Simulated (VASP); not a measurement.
**CaO: single point with PBE**

Crystal: CaO.

```
Ca O
1.0
     3.25285    0.00000    0.00000
     0.00000    3.25285    0.00000
     0.00000    0.00000    3.25285
Ca O
1 1
Direct
  0.50000 0.50000 0.50000
  0.00000 0.00000 0.00000
```

The cell was built by a generator and needn't be a form met in nature.

The cell isn't the ideal one: species swapped into the NdAu type (Pm-3m, No. 221).

```
Program             : VASP 6.6.1
Task                : single point
Functional          : PBE
Potentials or basis : VASP PAW PBE potentials, release 64 (Ca_sv, O)
Cutoff              : 520 eV
k mesh              : 6 × 6 × 6
Occupations         : gaussian, width 0.1 eV
Spin                : no spin polarisation
```

The pressure is -16.9 GPa and the band gap on the k mesh is 2.17 eV, indirect (least direct gap 2.47 eV).

Levels at points of the mesh, in eV from the valence-band top:
```tsv
k point	band 4	band 5	band 6	band 7	band 8	band 9	band 10	band 11	band 12	band 13
(0.00, 0.00, 0.00)	-21.09	-15.56	-0.29	-0.29	-0.29	2.17	2.67	2.67	6.52	6.52
(0.50, 0.00, 0.00)	-21.05	-15.16	-2.90	-0.49	-0.49	3.31	5.24	6.21	6.21	6.42
(0.50, 0.50, 0.00)	-21.02	-15.16	-1.72	-1.72	0.00	3.11	3.69	5.35	5.35	7.40
(0.50, 0.50, 0.50)	-21.38	-14.93	-2.21	-2.21	-2.21	5.92	5.92	5.92	7.48	7.48
```

It took 8.7 s on 1 thread of Intel(R) Xeon(R) Platinum 8259CL CPU @ 2.50GHz (Skylake/Cascade Lake) (shared host), peak memory 0.14 GiB.

Caveat: so large a pressure means that the cell lies far from this level's equilibrium, or that cutoff or potentials fall short. A k mesh can miss the band edges.
